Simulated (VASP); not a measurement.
# Ta (Im-3m) in VASP: notebook, part 2 of 2

VASP 6.6.1.

**4. Relaxation of cell and atoms, optB88-vdW (volume scaled by 0.8)**

Contents of run.py:

```python
from ase.calculators.vasp import Vasp
from ase.filters import FrechetCellFilter
from ase.io import read
from ase.optimize import BFGS

atoms = read('POSCAR')
calc = Vasp(
    directory='calc',
    xc='optb88-vdw',
    pp='PBE',
    setups='recommended',
    prec='Accurate',
    encut=450,
    ediff=1e-06,
    ismear=-1,
    sigma=0.1,
    lreal=False,
    lasph=True,
    nelm=100,
    algo='Normal',
    isif=2,
    lwave=False,
    lcharg=False,
    kpts=[9, 9, 9],
    gamma=True,
)
atoms.calc = calc
opt = BFGS(FrechetCellFilter(atoms), trajectory='relax.traj')
converged = opt.run(fmax=0.01, steps=40)
print('converged:', converged)

print('energy (eV):', atoms.get_potential_energy())
print('free energy (eV):', atoms.get_potential_energy(force_consistent=True))
print('forces (eV/A):')
print(atoms.get_forces())
print('stress (eV/A^3, Voigt):', atoms.get_stress())
print('Fermi level (eV):', calc.get_fermi_level())
print('cell (A, degrees):', atoms.cell.cellpar())
print('volume (A^3):', atoms.get_volume())
print('scaled positions:')
print(atoms.get_scaled_positions())
```

Contents of POSCAR:

```
Ta
1.0
   -1.5329125618      1.5329125618      1.5329125618
    1.5329125618     -1.5329125618      1.5329125618
    1.5329125618      1.5329125618     -1.5329125618
Ta
1
Direct
    0.0000000000      0.0000000000      0.0000000000
```

Potentials or basis: VASP PAW PBE potentials, release 64 (Ta_pv).

Run with:

```bash
$ python run.py
```

Output:

```text
<dir> UserWarning: vdW has been enabled, however no location for the vdw_kernel.bindat file has been specified. Set ASE_VASP_VDW environment variable to copy the vdW kernel.
  warnings.warn(
      Step     Time          Energy          fmax
BFGS:    0 --:--:--       -8.271646        6.383467
BFGS:    1 --:--:--       -8.949381        0.831301
BFGS:    2 --:--:--       -8.965143        0.172596
BFGS:    3 --:--:--       -8.965790        0.005741
converged: True
energy (eV): -8.93966018
free energy (eV): -8.96578964
forces (eV/A):
[[ 0.  0. -0.]]
stress (eV/A^3, Voigt): [-0.00031541 -0.00031541 -0.00031541 -0.          0.          0.        ]
Fermi level (eV): 5.38236786
cell (A, degrees): [  2.87027411   2.87027411   2.87027411 109.47122063 109.47122063
 109.47122063]
volume (A^3): 18.203220540839
scaled positions:
[[0. 0. 0.]]
```

OUTCAR:

```text
ENCUT = 450.000000
   EDIFF = 1.00e-06
   GGA = BO
   PREC = Accurate
   ISIF = 2
   ISMEAR = -1
   NELM = 100
   LASPH = .TRUE.
   LREAL = .FALSE.

 ion  position               nearest neighbor table
   1  0.000  0.000  0.000-

  LATTYP: Found a body centered cubic cell.
 ALAT       =     3.3143070616

  Lattice vectors:

 A1 = (  -1.6571535308,   1.6571535308,   1.6571535308)
 A2 = (   1.6571535308,  -1.6571535308,   1.6571535308)
 A3 = (   1.6571535308,   1.6571535308,  -1.6571535308)

Analysis of symmetry for initial positions (statically):
=====================================================================
 Subroutine PRICEL returns:
 Original cell was already a primitive cell.

 Routine SETGRP: Setting up the symmetry group for a
 body centered cubic supercell.

 Subroutine GETGRP returns: Found 48 space group operations
 (whereof 48 operations were pure point group operations)
 out of a pool of 48 trial point group operations.

The static configuration has the point symmetry O_h .

Analysis of symmetry for dynamics (positions and initial velocities):
[... 166 lines left out ...]
 k-point     1 :       0.0000    0.0000    0.0000
  band No.  band energies     occupation
      1     -27.8374      2.00000
      2     -27.8374      2.00000
      3     -27.8374      2.00000
      4      -2.4873      2.00000
      5       5.9994      0.00417
      6       5.9994      0.00417
      7       5.9994      0.00417
      8       9.2363      0.00000
      9       9.2363      0.00000
[... 265 lines left out ...]
 k-point    24 :      -0.4444   -0.4444    0.1111
  band No.  band energies     occupation
      1     -28.8539      2.00000
      2     -28.3781      2.00000
      3     -28.0194      2.00000
      4       2.2047      2.00000
      5       4.5709      1.99940
      6       4.7413      1.99672
      7       7.8813      0.00000
      8      11.1154      0.00000
      9      14.0173      0.00000

 [... further k-points ...]

------------------------ aborting loop because EDIFF is reached ----------------------------------------

  FORCE on cell =-STRESS in cart. coord.  units (eV):
  Direction    XX          YY          ZZ          XY          YZ          ZX
  --------------------------------------------------------------------------------------
  -------------------------------------------------------------------------------------
  Total        0.0057414      0.0057414      0.0057414      0.0000000     -0.0000000     -0.0000000
  in kB        0.5053368      0.5053368      0.5053368      0.0000000     -0.0000000     -0.0000000
  external PRESSURE =       0.5053368 kB  Pullay stress =       0.0000000 kB

 VOLUME and BASIS-vectors are now :
 -----------------------------------------------------------------------------
  energy-cutoff  :      450.00
  volume of cell :       18.20
      direct lattice vectors                 reciprocal lattice vectors
    -1.657153531  1.657153531  1.657153531     0.000000000  0.301722195  0.301722195
     1.657153531 -1.657153531  1.657153531     0.301722195  0.000000000  0.301722195
     1.657153531  1.657153531 -1.657153531     0.301722195  0.301722195  0.000000000

 POSITION                                       TOTAL-FORCE (eV/Angst)
 -----------------------------------------------------------------------------------
      0.00000      0.00000      0.00000         0.000000      0.000000     -0.000000
 -----------------------------------------------------------------------------------
    total drift:                                0.000000      0.000000      0.000000

  FREE ENERGIE OF THE ION-ELECTRON SYSTEM (eV)
  ---------------------------------------------------
  free  energy   TOTEN  =        -8.9657896441 eV

  energy  without entropy=       -8.9135307156  energy(sigma->0) =       -8.93966018

Total vdW correction in eV:      1.3395177
```

INCAR:

```text
AGGAC = 0.000000
ENCUT = 450.000000
PARAM1 = 0.183333
PARAM2 = 0.220000
SIGMA = 0.100000
EDIFF = 1.00e-06
ALGO = Normal
GGA = BO
PREC = Accurate
ISIF = 2
ISMEAR = -1
NELM = 100
LASPH = .TRUE.
LCHARG = .FALSE.
LUSE_VDW = .TRUE.
LWAVE = .FALSE.
LREAL = .FALSE.
```

Wall time 86 s (1 thread of Intel Xeon Platinum 8488C (Sapphire Rapids), shared host); peak memory 0.22 GiB.

These settings aren't checked as converged (typed here: k = 9 × 9 × 9; ENCUT = 450): the numbers below hold their error.

Results:

* Free energy: -8.9658 eV
* Relaxed volume: 18.20 Å³/atom
* Relaxed cell: a = 2.870 Å, b = 2.870 Å, c = 2.870 Å, α = 109.47°, β = 109.47°, γ = 109.47°
* Space group after relaxing (to 0.05 Å): Im-3m (No. 229)
* Energy gained by relaxing: 683.0 meV/atom
* Ionic steps: 4
* Pressure after relaxing: 0.1 GPa
* Band gap on the k mesh: none (metal or under the smearing width)

Caveat: the PAW data sets were made with another functional, which shifts forces and pressure a little.

**5. The reference run**

An earlier run on the cell as given: functional PBE; potentials or basis VASP PAW PBE potentials, release 64 (Ta_pv); cutoff 520 eV; k mesh 11 × 11 × 11; occupations fermi-dirac, width 0.05 eV; no spin polarisation.

* Pressure: 2.7 GPa
* Band gap on the k mesh: none (metal or under the smearing width)
